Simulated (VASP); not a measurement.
# Si (P6_3/mmc) in VASP: further runs

One crystal, Si, is run at these levels: PBE, LDA; tasks: single point.

Program: VASP 6.6.1. These are calculated values, not measurements. Logs are shortened: lines on timing, memory, paths and dates and some standing lists are left out, and cuts for length are marked.

### Step 1. The crystal as given

Symmetry: P6_3/mmc, No. 194, hexagonal system. Conventional cell: a = 2.690 Å, b = 2.690 Å, c = 4.573 Å, α = 90.00°, β = 90.00°, γ = 120.00°. Around Si (site symmetry -6m2) lie 12 Si at 2.69 to 2.76 Å.

This isn't the form of Si at room conditions, which is diamond.

### Step 2. Single point, PBE

The input, INCAR:

```
  PREC = Accurate
  ENCUT = 520
  EDIFF = 1E-6
  ISMEAR = -1
  SIGMA = 0.05
  LREAL = F
  LASPH = T
  NELM = 100
  ALGO = Normal
  ISIF = 2
  LWAVE = F
  LCHARG = T
  GGA = PE
  LELF = T
  LVHAR = T
  NBANDS = 11
```

The input, KPOINTS:

```
regular mesh
0
Gamma
  15 15 8
```

The input, POSCAR:

```
Si
1.0
    2.6895478028      0.0000000000      0.0000000000
   -1.3447739014      2.3292167219      0.0000000000
    0.0000000000      0.0000000000      4.5725623953
Si
2
Direct
    0.3333333333      0.6666666667      0.2500000000
    0.6666666667      0.3333333333      0.7500000000
```

Potentials or basis: VASP PAW PBE potentials, release 64 (Si).

Command:

```sh
> cat potpaw_PBE.64/Si/POTCAR > POTCAR
> mpirun -np 1 vasp_std > vasp.out
```

OUTCAR:

```text
PREC = Accurate
   ENCUT = 520
   EDIFF = 1E-6
   ISMEAR = -1
   LREAL = F
   LASPH = T
   NELM = 100
   ISIF = 2
   GGA = PE

 ion  position               nearest neighbor table
   1  0.333  0.667  0.250-   2 2.76   2 2.76   2 2.76   2 2.76   2 2.76   2 2.76
   2  0.667  0.333  0.750-   1 2.76   1 2.76   1 2.76   1 2.76   1 2.76   1 2.76

  LATTYP: Found a hexagonal cell.
 ALAT       =     2.6895478028
 C/A-ratio  =     1.7001231176

  Lattice vectors:

 A1 = (   2.6895478028,   0.0000000000,   0.0000000000)
 A2 = (  -1.3447739014,   2.3292167219,   0.0000000000)
 A3 = (   0.0000000000,   0.0000000000,   4.5725623953)

Analysis of symmetry for initial positions (statically):
=====================================================================
 Subroutine PRICEL returns:
 Original cell was already a primitive cell.

 Routine SETGRP: Setting up the symmetry group for a
 hexagonal supercell.

 Subroutine GETGRP returns: Found 24 space group operations
 (whereof 12 operations were pure point group operations)
 out of a pool of 24 trial point group operations.

The static configuration has the point symmetry D_3d.
 The point group associated with its full space group is D_6h.

Analysis of symmetry for dynamics (positions and initial velocities):
=====================================================================
 Subroutine PRICEL returns:
 Original cell was already a primitive cell.

 Routine SETGRP: Setting up the symmetry group for a
 hexagonal supercell.

 Subroutine GETGRP returns: Found 24 space group operations
 (whereof 12 operations were pure point group operations)
 out of a pool of 24 trial point group operations.

The dynamic configuration has the point symmetry D_3d.
 The point group associated with its full space group is D_6h.

 Subroutine INISYM returns: Found 24 space group operations
 (whereof 12 operations are pure point group operations),
 and found     1 'primitive' translations

----------------------------------------------------------------------------------------

                                     Primitive cell

  volume of cell :      28.6450

  direct lattice vectors                    reciprocal lattice vectors
     2.689547803  0.000000000  0.000000000     0.371809714  0.214664439  0.000000000
    -1.344773901  2.329216722  0.000000000     0.000000000  0.429328877  0.000000000
     0.000000000  0.000000000  4.572562395     0.000000000  0.000000000  0.218695758

  length of vectors
[... 84 lines left out ...]
   EDIFFG = 0.1E-04   stopping-criterion for IOM
   NSW    =      0    number of steps for IOM
   IBRION =     -1    ionic relax: 0-MD 1-quasi-New 2-CG
   NFREE  =      0    steps in history (QN), initial steepest desc. (CG)
   ISIF   =      2    stress and relaxation
   ISYM   =      2    0-nonsym 1-usesym 2-fastsym
   POTIM  = 0.5000    time-step for ionic-motion
   TEBEG  =    0.0;   TEEND  =   0.0 temperature during run
   PSTRESS=    0.0 pullay stress
   NELECT =       8.0000    total number of electrons
   NUPDOWN=      -1.0000    fix difference up-down
   EMIN   =  10.00;   EMAX   =-10.00  energy-range for DOS
   EFERMI =   0.00;   METHOD = LEGACY
   ISMEAR =    -1;   SIGMA  =   0.05  broadening in eV -4-tet -1-fermi 0-gaus
   EFERMI_NEDOS =   21; number of points for ismear=-14 and -15
   IALGO  =     38    algorithm
   IMIX   =      4    mixing-type and parameters
     AMIX     =   0.40;   BMIX     =  1.00
     AMIX_MAG =   1.60;   BMIX_MAG =  1.00
  volume/ion in A,a.u.               =      14.32        96.65
  Fermi-wavevector in a.u.,A,eV,Ry     =   1.070094  2.022184 15.580045  1.145101
  Thomas-Fermi vector in A             =   2.205793
   LORBIT       =      0    0 simple, 1 ext, 2 COOP (PROOUT), +10 PAW based schemes
   GGA     = PE    functional components
   LHFCALC =     F    Hartree Fock is set to
   AEXX    =    0.0000 exact exchange contribution
   IVDW    =     0    specifies the selected vdW correction
   LEPSILON=     F    determine dielectric tensor
   LRPA    =     F    only Hartree local field effects (RPA)
 non-spin polarized calculation
  energy-cutoff  :      520.00
  volume of cell :       28.64
 maximum number of plane-waves:       792
 NGX is ok and might be reduce to    20
   NGX =  9   NGY =  9   NGZ = 17

 number of electron       8.0000000 magnetization

 Free energy of the ion-electron system (eV)
  ---------------------------------------------------
  ext. energy  EPLUGINS =         0.00000000
  ---------------------------------------------------
  free energy    TOTEN  =        -9.83890989 eV

  energy without entropy =       -9.83225945  energy(sigma->0) =       -9.83558467

 E-fermi :  10.3296     XC(G=0): -11.2356

 val. band max:       10.3090456082   @ k =   0.4000   0.0000   0.1250
 cond. band min:      10.3319827434   @ k =   0.2667   0.2000   0.5000
 fundamental gap:      0.0229371351
 Fermi energy:        10.3295778172

 k-point     1 :       0.0000    0.0000    0.0000
  band No.  band energies     occupation
      1      -4.2481      2.00000
      2       2.0942      2.00000
      3       3.1222      2.00000
      4      19.1954      0.00000
      5      19.1954      0.00000
      6      20.5052      0.00000
      7      20.5052      0.00000
      8      20.6740      0.00000
      9      21.1580      0.00000
     10      23.5631      0.00000
     11      24.1914      0.00000
[... 309 lines left out ...]
 k-point    24 :       0.4000    0.2000    0.0000
  band No.  band energies     occupation
      1       2.8446      2.00000
      2       3.4121      2.00000
      3       8.2581      2.00000
      4       9.0900      2.00000
      5       9.4712      2.00000
      6       9.5353      2.00000
      7      10.8944      0.00002
      8      14.1475      0.00000
      9      15.9070      0.00000
     10      23.0054      0.00000
     11      26.6792      0.00000

 [... further k-points ...]
[... 5 lines left out ...]
  --------------------------------------------------------------------------------------
  -------------------------------------------------------------------------------------
  Total       -0.0055341     -0.0055341     -0.0019985      0.0000000      0.0000000      0.0000000
  in kB       -0.3095340     -0.3095340     -0.1117797      0.0000000      0.0000000      0.0000000
  external PRESSURE =      -0.2436159 kB  Pullay stress =       0.0000000 kB

 VOLUME and BASIS-vectors are now :
 -----------------------------------------------------------------------------
  energy-cutoff  :      520.00
  volume of cell :       28.64
      direct lattice vectors                 reciprocal lattice vectors
     2.689547803  0.000000000  0.000000000     0.371809714  0.214664439  0.000000000
    -1.344773901  2.329216722  0.000000000     0.000000000  0.429328877  0.000000000
     0.000000000  0.000000000  4.572562395     0.000000000  0.000000000  0.218695758

 POSITION                                       TOTAL-FORCE (eV/Angst)
 -----------------------------------------------------------------------------------
     -0.00000      1.55281      1.14314         0.000000      0.000000      0.000000
      1.34477      0.77641      3.42942        -0.000000     -0.000000      0.000000
 -----------------------------------------------------------------------------------
    total drift:                               -0.000000      0.000000     -0.000000

  FREE ENERGIE OF THE ION-ELECTRON SYSTEM (eV)
  ---------------------------------------------------
  free  energy   TOTEN  =        -9.8389098884 eV

  energy  without entropy=       -9.8322594477  energy(sigma->0) =       -9.83558467
```

Run time: 9.6 s. Hardware: 1 thread of Intel Xeon 6975P-C (Granite Rapids), shared host; peak memory 0.15 GiB.

What came out:

- Free energy: -9.8389 eV
- Pressure: 0.0 GPa
- Band gap on the k mesh: none (metal or under the smearing width)

Levels at points of the mesh, in eV from the Fermi level:
| k point | band 1 | band 2 | band 3 | band 4 | band 5 | band 6 | band 7 | band 8 | band 9 |
| --- | --- | --- | --- | --- | --- | --- | --- | --- | --- |
| (0.00, 0.00, 0.00) | -14.58 | -8.24 | -7.21 | 8.87 | 8.87 | 10.18 | 10.18 | 10.34 | 10.83 |
| (0.00, 0.00, 0.50) | -12.85 | -12.85 | 0.51 | 0.51 | 10.17 | 10.17 | 10.17 | 10.17 | 11.96 |

### Step 3. Single point, LDA

The input, INCAR:

```
PREC = Accurate ; ENCUT = 520
EDIFF = 1E-7 ; ISMEAR = -1
SIGMA = 0.05 ; LREAL = False
LASPH = True ; NELM = 80
ALGO = Normal ; ISIF = 2
LWAVE = False ; LCHARG = False
GGA = CA ; NBANDS = 11
```

The input, KPOINTS:

```
Automatic mesh
0
Gamma
  15 15 8
```

POSCAR is that of step 2.

Potentials or basis: VASP PAW LDA potentials, release 64 (Si).

Command:

```sh
> cat potpaw_LDA.64/Si/POTCAR > POTCAR
> mpirun -np 1 vasp_std > vasp.out
```

Wall time 11 s (1 thread of Intel Xeon 6975P-C (Granite Rapids), shared host); peak memory 0.14 GiB.

It converged, with:

| Property | Result |
| --- | --- |
| Free energy | -11.0765 eV |
| Pressure | -3.3 GPa |
| Band gap on the k mesh | none (metal or under the smearing width) |

Stress tensor (GPa, compression positive):
```
-3.42  0.00  0.00
 0.00 -3.42  0.00
 0.00  0.00 -3.05
```

Levels at points of the mesh, in eV from the Fermi level:
```tsv
k point	band 1	band 2	band 3	band 4	band 5	band 6	band 7	band 8
(0.00, 0.00, 0.00)	-14.52	-8.22	-7.15	8.75	8.75	10.10	10.10	10.19
(0.00, 0.00, 0.50)	-12.80	-12.80	0.51	0.51	10.02	10.02	10.02	10.02
```
